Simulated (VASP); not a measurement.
Input of a VASP 6.6.1 run:

File run.py:

```python
from ase.calculators.vasp import Vasp
from ase.dft.bandgap import bandgap
from ase.io import read

atoms = read('Na.cif')
calc = Vasp(
    directory='calc',
    xc='pbe',
    pp='PBE',
    setups='minimal',
    prec='Accurate',
    encut=500,
    ediff=1e-07,
    ismear=0,
    sigma=0.02,
    lreal=False,
    lasph=True,
    nelm=100,
    algo='Normal',
    isif=2,
    lwave=False,
    lcharg=False,
    kpts=[8, 8, 3],
    gamma=True,
)
atoms.calc = calc

print('energy (eV):', atoms.get_potential_energy())
print('free energy (eV):', atoms.get_potential_energy(force_consistent=True))
print('forces (eV/A):')
print(atoms.get_forces())
print('stress (eV/A^3, Voigt):', atoms.get_stress())
print('Fermi level (eV):', calc.get_fermi_level())
gap, top, bottom = bandgap(calc)
print('band gap (eV):', gap, 'from (spin, k, band)', top, 'to', bottom)
```

File Na.cif:

```cif
data_Na
_cell_length_a 3.70038312
_cell_length_b 3.70038312
_cell_length_c 12.53732154
_cell_angle_alpha 90.00000000
_cell_angle_beta 90.00000000
_cell_angle_gamma 120.00000000
_space_group_name_H-M_alt 'P1'
_space_group_name_Hall 'P 1'
_space_group_IT_number 1
loop_
_space_group_symop_operation_xyz
'x,y,z'
loop_
_atom_site_label
_atom_site_type_symbol
_atom_site_symmetry_multiplicity
_atom_site_Wyckoff_symbol
_atom_site_fract_x
_atom_site_fract_y
_atom_site_fract_z
_atom_site_occupancy
Na1 Na 1 a 0.6666666667 0.3333333333 0.7500000000 1
Na2 Na 1 a 0.0000000000 0.0000000000 0.5000000000 1
Na3 Na 1 a 0.3333333333 0.6666666667 0.2500000000 1
Na4 Na 1 a 0.0000000000 0.0000000000 0.0000000000 1
```

Potentials or basis: VASP PAW PBE potentials, release 64 (Na).

The run is started by

```console
$ python run.py
```

Q: Estimate the band gap on the k mesh.

A: None (metal or under the smearing width).

Q: What does it give for the pressure?

A: 0.0 GPa.

Stress tensor (GPa, compression positive):
```
 0.33  0.00  0.00
 0.00  0.33  0.00
 0.00  0.00 -0.75
```
